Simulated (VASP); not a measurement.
HfO2: band structure with r2SCAN

Crystal: HfO2.

```
CELL_PARAMETERS angstrom
3.58771 0.00000 0.00000
0.00000 3.58771 0.00000
0.00000 0.00000 5.22603
ATOMIC_POSITIONS crystal
Hf 0.50000 0.50000 0.50000
Hf 0.00000 0.00000 0.00000
O 0.00000 0.50000 0.69496
O 0.50000 0.00000 0.80504
O 0.50000 0.00000 0.30504
O 0.00000 0.50000 0.19496
```

Measurements of this composition are mostly on another form, of space group No. 14.

* Program: VASP 6.6.1
* Task: band structure
* Functional: r2SCAN
* Potentials or basis: VASP PAW PBE potentials, release 64 (Hf_pv, O)
* Cutoff: 450 eV
* k mesh: 10 × 10 × 8
* Occupations: gaussian, width 0.02 eV
* Spin: no spin polarisation
* Further INCAR settings: ALGO = Normal; EDIFF = 1e-06

The largest force is 0.096 eV/Å. The band gap on the k mesh is 5.22 eV, indirect (least direct gap 5.30 eV). The band gap along the path is 5.22 eV, indirect (least direct gap 5.30 eV).

Forces in eV/Å, atoms in the order of the input:
```
Hf   0.000  0.000  0.000
Hf   0.000  0.000  0.000
O    0.000  0.000 -0.096
O    0.000  0.000  0.096
O    0.000  0.000  0.096
O    0.000  0.000 -0.096
```

Levels at the corners of the path, in eV from the valence-band top:
```
point  band 18  band 19  band 20  band 21  band 22  band 23  band 24  band 25  band 26
    Γ    -1.35    -0.73    -0.15    -0.08    -0.08     5.22     5.23     6.46     6.60
    X    -2.13    -1.45    -1.45    -0.15    -0.15     5.57     5.57     6.59     6.59
    X    -2.13    -1.45    -1.45    -0.15    -0.15     5.57     5.57     6.59     6.59
    M    -1.04    -0.75    -0.75    -0.59    -0.59     6.27     6.27     6.56     6.56
    M    -1.04    -0.75    -0.75    -0.59    -0.59     6.27     6.27     6.56     6.56
    Γ    -1.35    -0.73    -0.15    -0.08    -0.08     5.22     5.23     6.47     6.60
    Γ    -1.35    -0.73    -0.15    -0.08    -0.08     5.22     5.23     6.46     6.60
    Z    -2.71    -0.72    -0.72     0.00     0.00     5.85     5.85     6.17     6.17
    Z    -2.71    -0.72    -0.72     0.00     0.00     5.85     5.85     6.17     6.17
    R    -1.91    -1.43    -1.43    -0.94    -0.94     5.70     5.70     6.10     6.10
    R    -1.91    -1.43    -1.43    -0.94    -0.94     5.70     5.70     6.10     6.10
    A    -1.90    -1.46    -1.46    -0.08    -0.08     6.38     6.38     6.79     6.79
    A    -1.90    -1.46    -1.46    -0.08    -0.08     6.38     6.38     6.79     6.82
    Z    -2.71    -0.72    -0.72     0.00     0.00     5.85     5.85     6.17     6.17
    X    -2.13    -1.45    -1.45    -0.15    -0.15     5.57     5.57     6.59     6.59
    R    -1.91    -1.43    -1.43    -0.94    -0.94     5.70     5.70     6.10     6.10
    M    -1.04    -0.75    -0.75    -0.59    -0.59     6.27     6.27     6.56     6.56
    A    -1.90    -1.46    -1.46    -0.08    -0.08     6.38     6.38     6.79     6.79
```

It took 3 min on 4 MPI ranks on AMD EPYC 9R45 96-Core Processor (Zen 5), on a shared host, peak memory 0.31 GiB a rank.

Caveat: the PAW data sets were made with another functional, which shifts forces and pressure a little; spin-orbit coupling is left out, which moves the levels of the heavy elements. r2SCAN opens gaps a little over a GGA but as a rule still falls short of measured ones.
